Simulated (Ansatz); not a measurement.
**What a trial cell of S relaxes into**

Level of theory: Ansatz, DFT PBE, scalar-relativistic, plane waves, PAW. Cutoff 420 eV, Γ-centred k mesh, Gaussian smearing, no spin polarisation in the final step.

The start puts S on the sites of a reported Si cell (Ia-3, No. 206), at a guessed volume.

```yaml
crystal:
  lattice:
    - [-3.94125, 3.94125, 3.94125]
    - [3.94125, -3.94125, 3.94125]
    - [3.94125, 3.94125, -3.94125]
  atoms:
    - { symbol: S, position: [0.20600, 0.20600, 0.20600] }
    - { symbol: S, position: [0.50000, 0.00000, 0.29400] }
    - { symbol: S, position: [0.29400, 0.50000, 0.00000] }
    - { symbol: S, position: [0.00000, 0.29400, 0.50000] }
    - { symbol: S, position: [0.79400, 0.79400, 0.79400] }
    - { symbol: S, position: [0.50000, 0.00000, 0.70600] }
    - { symbol: S, position: [0.70600, 0.50000, 0.00000] }
    - { symbol: S, position: [0.00000, 0.70600, 0.50000] }
```

Cell and atoms relax at zero pressure; the relaxation can't lower the symmetry of the start. After a coarse first stage the cell is made exact in the group found at 0.06 Å.

Energies count from the standard state of S at the same level.

(1) Describe the relaxed structure.

(2) What are its volume, energy, density and gap?

Results:

(1) It ends in Ia-3d (No. 230). Conventional cell: a = 6.866 Å. S is coordinated by 3 S at 2.43 Å and 2 S at 2.97 Å.

```xyz
8
Lattice="-3.4331 3.4331 3.4331 3.4331 -3.4331 3.4331 3.4331 3.4331 -3.4331" Properties=species:S:1:pos:R:3 pbc="T T T"
S     0.8583    0.8583    0.8583
S    -0.8583    2.5748    0.8583
S     0.8583   -0.8583    2.5748
S     2.5748    0.8583   -0.8583
S     2.5748    2.5748    2.5748
S     0.8583    4.2913   -0.8583
S    -0.8583    0.8583    4.2913
S     4.2913   -0.8583    0.8583
```

(2) The volume per atom is 20.23 Å³. The density is 2.63 g/cm³, the energy over the standard structure is 0.81 eV/atom and the gap on the 8×8×8 mesh is 0 eV (a metal).

The final run used a 8×8×8 mesh on its 8-atom cell and 0.10 eV smearing. The k mesh leaves about 4 meV/atom of noise in metals. A structure relaxed within its symmetry needn't be a true minimum. The steps took roughly 26 core-seconds in all.